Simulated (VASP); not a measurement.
# SiMo3 (P1) in VASP: relaxation of cell and atoms with PBE

Aim: the relaxation of cell and atoms of SiMo3 with PBE.

All numbers are computed with VASP 6.6.1; they aren't measurements. Logs are shortened: lines on timing, memory, paths and dates and some standing lists are left out, and cuts for length are marked.

### 1 Starting point

The typed cell holds 8 atoms: a = 4.969 Å, b = 4.789 Å, c = 4.944 Å, α = 90.08°, β = 89.62°, γ = 90.29°.

The cell was built by a generator and needn't be a form met in nature.

### 2 Relaxation of cell and atoms, PBE

Contents of INCAR:

```
SYSTEM = SiMo3
ALGO = Fast
EDIFF = 1E-5
EDIFFG = -0.03
ENCUT = 520
GGA = PE
IBRION = 2
ISIF = 3
ISMEAR = 0
ISYM = 0
KPAR = 4
LASPH = .True.
LCHARG = .False.
LREAL = Auto
LWAVE = .False.
NELM = 80
NSW = 110
PREC = Normal
SIGMA = 0.15
```

Contents of KPOINTS:

```
k-points
0
Gamma
  5 5 5
  0 0 0
```

Contents of POSCAR:

```
SiMo3
1.0
    4.9686637300     -0.0122681800      0.0164594000
   -0.0122681800      4.7892501200     -0.0031825200
    0.0164594000     -0.0031825200      4.9444648000
Si Mo
2 6
Direct
    0.9920451300      0.9816275000      0.9974895700
    0.5025633600      0.5036170900      0.4910195600
    0.2795211800      0.4910759300      0.9882439900
    0.7440112700      0.4996018800      0.0135815200
    0.9982951800      0.2391132600      0.4953946400
    0.0215189800      0.7524618900      0.4991786900
    0.5113621200      0.0091837000      0.2553840900
    0.5070155500      0.9966336200      0.7463760100
```

Potentials or basis: VASP PAW PBE potentials, release 64 (Si, Mo_sv).

On the command line:

```console
$ cat potpaw_PBE.64/Si/POTCAR potpaw_PBE.64/Mo_sv/POTCAR > POTCAR
$ mpirun -np 4 vasp_std > vasp.out
```

OUTCAR:

```text
SYSTEM = SiMo3
   EDIFF = 1E-5
   EDIFFG = -0.03
   ENCUT = 520
   GGA = PE
   IBRION = 2
   ISIF = 3
   ISMEAR = 0
   ISYM = 0
   LASPH = .True.
   LREAL = Auto
   NELM = 80
   NSW = 110
   PREC = Normal

 ion  position               nearest neighbor table
   1  0.992  0.982  0.997-   4 2.61   6 2.70   7 2.70   6 2.72   8 2.72   5 2.75   3 2.76   5 2.77
                             4 2.78   3 2.82   8 2.84   7 2.89
   2  0.503  0.504  0.491-   7 2.64   4 2.64   8 2.68   6 2.68   7 2.69   3 2.69   3 2.73   8 2.74
                             5 2.78   5 2.80   6 2.84   4 2.86
   3  0.280  0.491  0.988-   4 2.31   4 2.66   2 2.69   2 2.73   1 2.76   1 2.82   8 2.88   7 2.91
                             8 2.92   6 3.02   7 3.04   5 3.06   6 3.09   5 3.11
   4  0.744  0.500  0.014-   3 2.31   1 2.61   2 2.64   3 2.66   1 2.78   2 2.86   7 2.87   7 2.95
                             8 2.98   5 2.98   8 2.99   6 3.03   5 3.11   6 3.13
   5  0.998  0.239  0.495-   6 2.33   6 2.46   1 2.75   1 2.77   2 2.78   2 2.80   7 2.91   8 2.96
                             4 2.98   7 3.02   8 3.06   3 3.06   3 3.11   4 3.11
   6  0.022  0.752  0.499-   5 2.33   5 2.46   2 2.68   1 2.70   1 2.72   2 2.84   8 2.95   7 2.97
                             3 3.02   4 3.03   8 3.06   7 3.08   3 3.09   4 3.13
   7  0.511  0.009  0.255-   8 2.43   8 2.52   2 2.64   2 2.69   1 2.70   4 2.87   1 2.89   3 2.91
                             5 2.91   4 2.95   6 2.97   5 3.02   3 3.04   6 3.08
   8  0.507  0.997  0.746-   7 2.43   7 2.52   2 2.68   1 2.72   2 2.74   1 2.84   3 2.88   3 2.92
                             6 2.95   5 2.96   4 2.98   4 2.99   5 3.06   6 3.06

IMPORTANT INFORMATION: All symmetrisations will be switched off!
NOSYMM: (Re-)initialisation of all symmetry stuff for point group C_1.

----------------------------------------------------------------------------------------

                                     Primitive cell

  volume of cell :     117.6573

  direct lattice vectors                    reciprocal lattice vectors
     4.968663730 -0.012268180  0.016459400     0.201264846  0.000515117 -0.000669650
    -0.012268180  4.789250120 -0.003182520     0.000515117  0.208802363  0.000132682
     0.016459400 -0.003182520  4.944464800    -0.000669650  0.000132682  0.202248673

  length of vectors
     4.968706138  4.789266891  4.944493220     0.201266619  0.208803041  0.202249825

  position of ions in fractional coordinates (direct lattice)
     0.992045130  0.981627500  0.997489570
     0.502563360  0.503617090  0.491019560
     0.279521180  0.491075930  0.988243990
     0.744011270  0.499601880  0.013581520
     0.998295180  0.239113260  0.495394640
     0.021518980  0.752461890  0.499178690
     0.511362120  0.009183700  0.255384090
     0.507015550  0.996633620  0.746376010

  ion indices of the primitive-cell ions
   primitive index   ion index
                 1           1
[... 110 lines left out ...]
 conjugate gradient relaxation of ions
 non-spin polarized calculation
 RMM-DIIS sequential band-by-band and
 Gauss-broadening in eV      SIGMA  =   0.15
  energy-cutoff  :      520.00
  volume of cell :      117.66
 maximum number of plane-waves:      3181
   NGX = 19   NGY = 17   NGZ = 19

--------------------------------------- Ionic step        1  -------------------------------------------

 number of electron      91.9999995 magnetization

 Free energy of the ion-electron system (eV)
  ---------------------------------------------------
  ext. energy  EPLUGINS =         0.00000000
  ---------------------------------------------------
  free energy    TOTEN  =       -78.47400620 eV

  energy without entropy =      -78.42978810  energy(sigma->0) =      -78.45189715

------------------------ aborting loop because EDIFF is reached ----------------------------------------

  FORCE on cell =-STRESS in cart. coord.  units (eV):
  Direction    XX          YY          ZZ          XY          YZ          ZX
  --------------------------------------------------------------------------------------
  -------------------------------------------------------------------------------------
  Total        0.2151515      8.1067700      0.0993232      0.7545055      0.0321343     -0.1003164
  in kB        2.9297885    110.3925428      1.3525165     10.2743490      0.4375835     -1.3660406
  external PRESSURE =      38.2249493 kB  Pullay stress =       0.0000000 kB
[... 107 lines left out ...]
  FREE ENERGIE OF THE ION-ELECTRON SYSTEM (eV)
  ---------------------------------------------------
  free  energy   TOTEN  =       -78.9362320915 eV

  energy  without entropy=      -78.8976691587  energy(sigma->0) =      -78.91695063

[... ionic steps 4 to 12 ...]

--------------------------------------- Ionic step       13  -------------------------------------------

 number of electron      92.0000014 magnetization

------------------------ aborting loop because EDIFF is reached ----------------------------------------
[... 79 lines left out ...]
--------------------------------------- Ionic step       15  -------------------------------------------

 number of electron      92.0000015 magnetization

 Free energy of the ion-electron system (eV)
  ---------------------------------------------------
  ext. energy  EPLUGINS =         0.00000000
  ---------------------------------------------------
  free energy    TOTEN  =       -79.08617038 eV

  energy without entropy =      -79.05210760  energy(sigma->0) =      -79.06913899

 E-fermi :  12.6301     XC(G=0): -13.0602

 val. band max:       12.5341465427   @ k =   0.2000   0.2000   0.2000
 cond. band min:      12.7116878740   @ k =   0.4000  -0.2000   0.4000
 fundamental gap:      0.1775413313
 Fermi energy:        12.6300781224

 k-point     1 :       0.0000    0.0000    0.0000
  band No.  band energies     occupation
      1     -48.6663      2.00000
      2     -48.5559      2.00000
      3     -48.5554      2.00000
      4     -48.2358      2.00000
      5     -48.2357      2.00000
      6     -48.2354      2.00000
[... 1381 lines left out ...]
     54      14.7762      0.00000
     55      15.2011      0.00000

 [... further k-points ...]

------------------------ aborting loop because EDIFF is reached ----------------------------------------

  FORCE on cell =-STRESS in cart. coord.  units (eV):
  Direction    XX          YY          ZZ          XY          YZ          ZX
  --------------------------------------------------------------------------------------
  -------------------------------------------------------------------------------------
  Total       -0.0182534     -0.0508251     -0.0023028      0.0077414      0.0012248      0.0045568
  in kB       -0.2478093     -0.6900037     -0.0312634      0.1050976      0.0166278      0.0618634
  external PRESSURE =      -0.3230255 kB  Pullay stress =       0.0000000 kB
[... 23 lines left out ...]
  FREE ENERGIE OF THE ION-ELECTRON SYSTEM (eV)
  ---------------------------------------------------
  free  energy   TOTEN  =       -79.0861703786 eV

  energy  without entropy=      -79.0521075964  energy(sigma->0) =      -79.06913899

 reached required accuracy - stopping structural energy minimisation
```

OSZICAR:

```text
N       E                     dE             d eps       ncg     rms          rms(c)
DAV:   1     0.112353945948E+04    0.11235E+04   -0.56304E+04  7002   0.172E+03
DAV:   2    -0.293493460231E+02   -0.11529E+04   -0.11253E+04  7389   0.534E+02
DAV:   3    -0.812272056806E+02   -0.51878E+02   -0.50225E+02  9047   0.998E+01
DAV:   4    -0.824310508180E+02   -0.12038E+01   -0.11864E+01  8444   0.125E+01
[... 141 lines left out ...]
DAV:   1    -0.790866837549E+02   -0.64203E-03   -0.60163E-02  6958   0.162E+00    0.275E-01
RMM:   2    -0.790861751496E+02    0.50861E-03   -0.31858E-03  6930   0.328E-01    0.651E-02
RMM:   3    -0.790861559185E+02    0.19231E-04   -0.79034E-04  6941   0.130E-01    0.533E-02
RMM:   4    -0.790861643408E+02   -0.84222E-05   -0.12228E-04  6869   0.495E-02    0.343E-02
RMM:   5    -0.790861703786E+02   -0.60378E-05   -0.61724E-05  5664   0.282E-02
  15 F= -.79086170E+02 E0= -.79069139E+02  d E =-.128495E-03
```

It took 4.6 min on 4 MPI ranks of Intel Xeon Platinum 8559C (Emerald Rapids), shared host; peak memory 0.33 GiB.

What came out:

* Free energy: -79.0862 eV
* Relaxed volume: 14.75 Å³/atom
* Relaxed cell: a = 4.905 Å, b = 4.905 Å, c = 4.905 Å, α = 90.00°, β = 90.01°, γ = 90.00°
* Space group after relaxing (to 0.05 Å): Pm-3n (No. 223)
* Energy gained by relaxing: 76.5 meV/atom
* Ionic steps: 15
* Pressure after relaxing: 0.0 GPa
* Largest force after relaxing: 0.015 eV/Å
* Band gap on the k mesh: none (metal or under the smearing width)

Forces on the atoms (eV/Å):
```
Si  -0.010  0.001 -0.002
Si  -0.014 -0.004 -0.005
Mo  -0.006  0.000 -0.005
Mo   0.004  0.005  0.006
Mo   0.003  0.004  0.004
Mo   0.011 -0.008  0.002
Mo   0.005  0.000  0.000
Mo   0.007  0.001  0.000
```

Step by step:
```tsv
step	energy change (eV)	largest force (eV/Å)	pressure (GPa)	volume (Å³)
1	0.0000	2.9125	3.82	117.66
2	-0.3102	1.2439	-9.72	123.64
3	-0.4622	0.6474	-6.02	121.33
4	-0.3989	1.5785	9.82	114.00
5	-0.5643	0.6471	0.32	117.98
6	-0.6019	0.2677	0.50	117.85
7	-0.6037	0.2106	0.52	117.82
8	-0.6088	0.0989	-0.93	118.51
9	-0.6088	0.1114	-0.80	118.43
10	-0.6105	0.1445	0.56	117.82
11	-0.6111	0.0919	0.17	118.03
12	-0.6120	0.0434	0.01	118.08
13	-0.6120	0.0352	-0.07	118.10
14	-0.6120	0.0315	-0.07	118.10
15	-0.6122	0.0154	-0.03	118.02
```

Final structure:
```xyz
8
Lattice="4.9046 0.0001 -0.0002 -0.0001 4.9054 0.0002 -0.0002 0.0002 4.9052" Properties=species:S:1:pos:R:3 pbc="T T T"
Si    0.0358    4.8888    4.8975
Si    2.4884    2.4371    2.4449
Mo    1.2604    2.4364    4.8975
Mo    3.7124    2.4359    4.8963
Mo    0.0340    1.2103    2.4441
Mo    0.0331    3.6633    2.4443
Mo    2.4860    4.8891    1.2183
Mo    2.4856    4.8892    3.6710
```
